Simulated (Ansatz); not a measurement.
# CoO (P3m1) in Ansatz: further runs

One crystal, CoO, is run at these levels: PBEsol; tasks: phonons, elastic constants.

Everything below comes from runs of Ansatz 0.2.0. Logs are shortened: lines on timing, memory, paths and dates and some standing lists are left out, and cuts for length are marked.

## 1. The crystal as given

The structure is hexagonal, space group P6_3mc (No. 186). The conventional cell has a = 3.198 Å, b = 3.198 Å, c = 5.229 Å, α = 90.00°, β = 90.00°, γ = 120.00°. Around Co (site symmetry 3m) lie 4 O at 1.93 to 1.97 Å. O (site symmetry 3m) has 4 Co at 1.93 to 1.97 Å as nearest neighbours.

Measurements of this composition are mostly on another form, of space group No. 225.

## 2. Phonons, PBEsol, collinear spin, ferromagnetic start

input.yaml reads:

```yaml
crystal:
  lattice:
    - [3.1976457435, 0.0, 0.0]
    - [-1.5988228718, 2.7692424462, 0.0]
    - [0.0, 0.0, 5.22870971]
  atoms:
    - { symbol: Co, position: [0.3333333333, 0.6666666667, 0.50336241], spin: 2.0 }
    - { symbol: Co, position: [0.0, 0.0, 0.00347414], spin: 2.0 }
    - { symbol: O, position: [0.3333333333, 0.6666666667, 0.8715556] }
    - { symbol: O, position: [0.0, 0.0, 0.37160885] }
hamiltonian:
  xc: pbesol
  pseudopotentials: { kind: paw }
magnetization:
  spin_polarized: true
kpoints:
  mp_grid: { grid: [8, 8, 6] }
scf:
  occupations: { method: fermi_dirac, width: 0.05 }
phonons:
  method: dfpt
```

Potentials or basis: Ansatz PAW.

Run with:

```sh
$ ansatz run input.yaml --threads 2 --pin off --max-ram 5632MiB --backend cpu --events-out ev --progress --plain --runs-dir out
```

What it wrote:

```text
Warning: RAYON_NUM_THREADS=2 ignored (pool sized by the plan → 2); use --threads N
Engine: ansatz 0.2.0, x86_64-unknown-linux-gnu
Pseudopotentials: kind: paw
Pseudopotential: Co, paw, valence charge 17, recommended cutoff 420 eV (normal), Co.paw.azcp
Pseudopotential: O, paw, valence charge 6, recommended cutoff 420 eV (normal), O.paw.azcp
Functional definition: PBEsol
  exchange = pbesol_x
  correlation = pbesol_c
Crystal: 4 atoms, lattice volume = 46.301 Å³
Basis set: ecut = 420 eV, 917 PW (Γ), exchange–correlation on 48×48×72 points (8 copies of the dense FFT grid, shifted against one another)
Bands: 30, of which v1, the nominal top of the filled ones, is band 23 counted from 1 (22 counted from 0)
Symmetry: 6 space group operations
Space group: P3m1 (ITA 156), of the structure as read, at distance tolerance 3.6e-5 Å
Magnetic group: BNS 156.49 (UNI 1279), of the structure as read, at distance tolerance 3.6e-5 Å
k-points: 50 of 384 (time reversal used)
Non-local potential: Co, projectors of the file, l = 0: 3, l = 1: 2, l = 2: 3, l = 3: 1
Non-local potential: O, projectors of the file, l = 0: 2, l = 1: 2, l = 2: 1
PAW form: soft (Blöchl's): semilocal exchange-correlation on the pseudo side does not see the compensation charge
PAW frozen core: Co, regenerated for the run's functional, and the local potential with it (the file was generated under x = pbe(κ = 0.804, μ = 0.2195149727645171), c = pbe(β = 0.06672455060314922))
PAW frozen core: O, regenerated for the run's functional, and the local potential with it (the file was generated under x = pbe(κ = 0.804, μ = 0.2195149727645171), c = pbe(β = 0.06672455060314922))
PAW one-centre angular grid: Co, 590 points (default); XC on 64 Gauss nodes
PAW one-centre angular grid: O, 110 points (default); XC on 64 Gauss nodes
Initial density: superposition of atomic densities (chi_scale 0.1, normalization cell, long waves kept (reshape's long-wave potential 0.00 eV rms))
Starting moments: Σ|m| = 4 μB on 2 of 4 sites
Initial wavefunctions: pseudopotential atomic-orbital guess
Functional: x = pbesol(κ = 0.804, μ = 0.12345679012345678), c = pbesol(β = 0.046)
SCF 1 converged in 25 iterations: F = -11305.005285 eV  dr2 = 2.62e-8
WARN: a single point of the input's cell can leave the moments in the input for a lower state (scf.lower_state_search): this run first made a single point of its cell. This run's own SCFs start from that state's density, with starting moments (2.08, -2.08, -0.16, 0.16 Bohr magnetons, atom by atom). The single point did not stay on the moments in the input, or on the state to which they lead. To start from the moments in the input alone, type scf.lower_state_search: off (moments taken from a structure then have to be typed, crystal.atoms[].spin). Where the structure was relaxed on those moments, relax it in this state first. Of the state that the single point found these notices stand: seeded_moment_not_kept, stability_check_not_made.
Bands: 31, of which v1, the nominal top of the filled ones, is band 23 counted from 1 (22 counted from 0)
k-points: 114 of 384 (irreducible under 2 space group operations, time reversal used)
Initial density: read from a saved state, or passed on in memory by an earlier SCF of this step, an earlier step, the calling program or the single point that the run made first
[... 14 lines left out ...]
SCF 2 converged in 10 iterations: F = -11305.005285 eV  dr2 = 1.96e-13
DFPT response loops at Γ: preconditioner auto → Kerker (q_TF=auto, 2.725 Å⁻¹) (partly filled bands, converged f_vac=0.037); β = 1.00, the filter's whole step (`scf.mixing.beta` (0.30) is not read by the response loops under this deck's `scf.mixing.preconditioner`; to damp them name `kerker` or `kerker_dos`, under which they read `scf.mixing.beta`, and type it under 1.00, their step now; both keys bind the ground state too); Broyden in place of MSR1
SCF converged after 10 iterations
Magnetization: -0.0009 μB (22.9995 up, 23.0005 down)
Absolute magnetization: 4.9612 μB (∫|ρ↑−ρ↓|, with the PAW one-centre terms)
Spin contamination: 2.3806 ħ² per cell (⟨S²⟩ above its minimum at these occupations)
Per-site moments (μB) at R_I (Å): [(2.0839188531915993, 0.7941348144299109), (-2.0843284665299833, 0.7940086822655766), (-0.15882423513079816, 0.7941348144299109), (0.15854725789449978, 0.7940086822655766)]
Free energy (F): -11305.005285 eV
Harris-Foulkes:  -11305.005285 eV  (|F-HF|=0.00e0)
Internal energy: -11304.972294 eV  (E = F + TS)
E sigma→0 (E₀):  -11304.988790 eV
Entropy (-TS):   -0.032991 eV (-8.248 meV/atom)
Fermi energy:    10.926445 eV
--- Per-component energies (eV) ---
  E_band       = -746.035051
  E_kinetic    = 1235.864019
  E_local      = -7793.715444  (includes V_loc(G=0)·N_el)
  E_nonlocal   = 1028.487446
  E_hartree    = 3210.133666
  E_xc         = -452.068073
  E_vxc        = -583.926583  (∫ρ·V_xc dr)
  E_paw        = -3275.809657  (= ΣΔE_a)
  E_vpaw       = -1053.016978  (= ΣTr[D̂ρ^β])
  E_aug_tail   = 0.005134  (compensation charges beyond the density's cutoff)
  E_ewald      = -5258.316798
  E_core_change = 0.447414  (= ΣΔE_core)
  E_smearing   = -0.032991  (= −TS)
  E_closure    = -0.000000  (closes the sum)
  Σ components = -11305.005285   (vs F -11305.005285, Δ=0.00e0)
--- Band table (eV; the first three rows and the last of 228) ---
  k-point 0 ↑: bands = ["-85.3295", "-82.6984", "-48.9364", "-48.6582", "-48.6582", "-46.2920", "-46.1207", "-46.1207", "-9.0279", "-8.3113", "3.8393", "4.9689", "4.9689", "5.0082", "5.8603", "5.8603", "8.6747", "8.6747", "9.1873", "9.9659", "9.9659", "10.9141", "10.9141", "10.9976", "12.4574", "12.8824", "12.8824", "16.3186", "18.0318", "24.4552", "24.4552"]
  k-point 1 ↑: bands = ["-85.3296", "-82.6985", "-48.9364", "-48.6582", "-48.6582", "-46.2920", "-46.1207", "-46.1207", "-8.9888", "-8.3526", "3.8598", "4.8843", "4.9693", "4.9693", "5.8454", "5.8454", "8.6984", "8.6984", "9.2746", "9.9797", "9.9797", "10.9213", "10.9213", "11.2360", "12.4995", "12.8497", "12.8497", "15.7398", "18.5944", "23.8754", "24.4309"]
  k-point 2 ↑: bands = ["-85.3295", "-82.6984", "-48.9364", "-48.6582", "-48.6582", "-46.2921", "-46.1207", "-46.1207", "-8.8890", "-8.4567", "3.9404", "4.6058", "4.9710", "4.9710", "5.8165", "5.8165", "8.7468", "8.7468", "9.4735", "10.0034", "10.0034", "10.9419", "10.9419", "11.6421", "12.7816", "12.7816", "12.7983", "14.7186", "19.6255", "22.3359", "24.4185"]
  k-point 113 ↓: bands = ["-85.3292", "-82.6973", "-48.9364", "-48.6712", "-48.6651", "-46.2896", "-46.1359", "-46.1287", "-8.3939", "-8.1100", "4.0523", "4.1961", "4.8524", "5.2217", "5.5274", "5.9406", "8.3442", "8.7405", "9.0342", "9.4059", "9.7487", "10.3606", "10.6714", "10.9725", "11.7956", "12.0221", "16.6839", "17.0669", "19.4273", "19.7345", "20.9424"]
--- Phonons (Γ-DFPT): 8 representative perturbations + reference, on 114 of 384 k-points (Σ response iterations 28) ---
  k mesh reduced under 2 symmetry operations, with k and −k counted as one. Each operation leaves every solved perturbation unchanged. A smaller set is not used because it would not reduce the number of displacements times k-points to solve
  ASR residual: 6.843e-4 → 0.000e0 eV/Å²; symmetrization residual: 1.304e-5 eV/Å²
  ASR residual per site (eV/Å²): 6.84e-4 6.63e-4 6.03e-5 4.69e-5
  Γ frequencies (cm⁻¹): 0.00 0.00 0.00 63.06 63.06 210.10 269.71 269.71 313.29 313.29 395.84 475.87
  non-analytic LO–TO correction: not included (Born effective charges unavailable; polar crystals: no LO–TO splitting at Γ)
```

It took 2.3 min on 2 threads of Intel Xeon Platinum 8259CL at 2.50GHz (Skylake/Cascade Lake), shared host; peak memory 1.2 GiB.

What came out:

| Quantity | Value |
| --- | --- |
| Free energy | -11305.0053 eV |
| Band gap on the k mesh | none (metal or under the smearing width) |
| Net moment | 0.00 μB per cell |
| Absolute moment | 4.96 μB per cell |
| Site moments | Co +2.08, -2.08; O -0.16, +0.16 μB |
| Highest phonon frequency at Γ | 476 cm⁻¹ |

Levels at points of the mesh, in eV from the Fermi level:
Spin up:
```tsv
k point	band 19	band 20	band 21	band 22	band 23	band 24	band 25	band 26	band 27	band 28
(0.00, 0.00, 0.00)	-1.74	-0.96	-0.96	-0.01	-0.01	0.07	1.53	1.96	1.96	5.39
(0.00, 0.00, -0.50)	-1.34	-0.91	-0.91	0.03	0.03	0.84	1.82	1.82	2.50	2.93
(0.00, -0.50, 0.00)	-1.99	-1.90	-1.39	-0.26	-0.15	-0.02	0.72	1.19	5.65	6.02
(0.00, -0.50, -0.50)	-1.91	-1.52	-1.28	-0.37	-0.19	0.08	0.84	1.08	5.31	5.69
(-0.50, 0.00, 0.00)	-1.99	-1.90	-1.39	-0.26	-0.15	-0.02	0.72	1.19	5.65	6.02
(-0.50, 0.00, -0.50)	-1.91	-1.52	-1.28	-0.37	-0.19	0.08	0.84	1.08	5.31	5.69
```
Spin down:
| k point | band 20 | band 21 | band 22 | band 23 | band 24 | band 25 | band 26 | band 27 |
| --- | --- | --- | --- | --- | --- | --- | --- | --- |
| (0.00, 0.00, 0.00) | -0.96 | -0.96 | -0.01 | -0.01 | 0.07 | 1.53 | 1.96 | 1.96 |
| (0.00, 0.00, -0.50) | -0.91 | -0.91 | 0.03 | 0.03 | 0.84 | 1.82 | 1.82 | 2.50 |
| (0.00, -0.50, 0.00) | -1.90 | -1.39 | -0.26 | -0.15 | -0.02 | 0.72 | 1.19 | 5.65 |
| (0.00, -0.50, -0.50) | -1.52 | -1.28 | -0.37 | -0.20 | 0.08 | 0.84 | 1.08 | 5.31 |
| (-0.50, 0.00, 0.00) | -1.90 | -1.39 | -0.26 | -0.15 | -0.02 | 0.72 | 1.19 | 5.65 |
| (-0.50, 0.00, -0.50) | -1.52 | -1.28 | -0.37 | -0.20 | 0.08 | 0.84 | 1.08 | 5.31 |

Phonon frequencies in cm⁻¹ (negative: imaginary):
```
              q point                              frequencies
(0.000, 0.000, 0.000)  0 0 0 63 63 210 270 270 313 313 396 476
```

Caveat: semilocal functionals often make such compounds metallic where correlation or magnetic order opens a gap, which also shifts bond lengths; the PAW data sets come from PBE, with cores solved anew for the run's functional, which leaves a small shift of forces and pressure.

## 3. Elastic constants, PBEsol, collinear spin, ferromagnetic start

input.yaml: that of step 2 with these lines changed.

```diff
@@ -19,3 +19,7 @@
   occupations: { method: fermi_dirac, width: 0.05 }
-phonons:
-  method: dfpt
+output:
+  forces: true
+  stress: true
+elastic:
+  mode: relaxed_ion
+  stencil: two_point
```

Potentials or basis: Ansatz PAW.

Run with:

```sh
$ ansatz run input.yaml --threads 2 --pin off --max-ram 5632MiB --backend cpu --events-out ev --progress --plain --runs-dir out
```

Wall time 6.6 min (2 threads of Intel Xeon Platinum 8259CL at 2.50GHz (Skylake/Cascade Lake), shared host); peak memory 0.66 GiB.

The run converged. Its results:

```yaml
Free_energy: -11305.0066 eV
Pressure: -9.9 GPa
Band_gap_on_the_k_mesh: none (metal or under the smearing width)
Net_moment: 0.00 μB per cell
Absolute_moment: 4.95 μB per cell
Site_moments: Co +2.07, -2.07; O -0.16, +0.16 μB
Voigt_bulk_modulus: 101 GPa
```

Stress tensor (GPa, compression positive):
```
-10.84   0.00   0.00
  0.00 -10.84   0.00
  0.00   0.00  -7.95
```

Levels at points of the mesh, in eV from the Fermi level:
Spin up:
| k point | band 19 | band 20 | band 21 | band 22 | band 23 | band 24 | band 25 | band 26 | band 27 | band 28 |
| --- | --- | --- | --- | --- | --- | --- | --- | --- | --- | --- |
| (0.00, 0.00, 0.00) | -1.78 | -1.00 | -1.00 | -0.03 | -0.03 | 0.06 | 1.55 | 1.93 | 1.93 | 5.39 |
| (0.00, 0.00, -0.50) | -1.36 | -0.94 | -0.94 | 0.01 | 0.01 | 0.80 | 1.79 | 1.79 | 2.50 | 2.94 |
| (0.00, -0.50, 0.00) | -1.98 | -1.91 | -1.41 | -0.25 | -0.15 | -0.02 | 0.72 | 1.20 | 5.62 | 6.01 |
| (0.00, -0.50, -0.50) | -1.90 | -1.54 | -1.28 | -0.37 | -0.19 | 0.08 | 0.83 | 1.08 | 5.30 | 5.68 |
Spin down:
```
             k point  band 21  band 22  band 23  band 24  band 25  band 26
  (0.00, 0.00, 0.00)    -1.00    -0.03    -0.03     0.06     1.55     1.93
 (0.00, 0.00, -0.50)    -0.94     0.01     0.01     0.80     1.79     1.79
 (0.00, -0.50, 0.00)    -1.41    -0.25    -0.15    -0.02     0.72     1.20
(0.00, -0.50, -0.50)    -1.28    -0.37    -0.19     0.08     0.83     1.08
```

Elastic tensor in Voigt notation (GPa, in the Cartesian axes of the cell as first typed):
```
108 100  66   0   0   0
100 108  66   0   0   0
 69  69 226   0   0   0
  0   0   0  20   0   0
  0   0   0   0  20   0
  0   0   0   0   0   4
```

Caveat: the cell is more than 3 GPa from zero pressure, which shifts response properties; elastic constants of metals need much finer meshes, so these are rough; the pressure holds a Pulay correction of +0.7 GPa for the finite cutoff; semilocal functionals often make such compounds metallic where correlation or magnetic order opens a gap, which also shifts bond lengths; the PAW data sets come from PBE, with cores solved anew for the run's functional, which leaves a small shift of forces and pressure. With open d or f shells a metallic result of PBEsol can be an artefact of self-interaction; +U or a hybrid may open a gap.
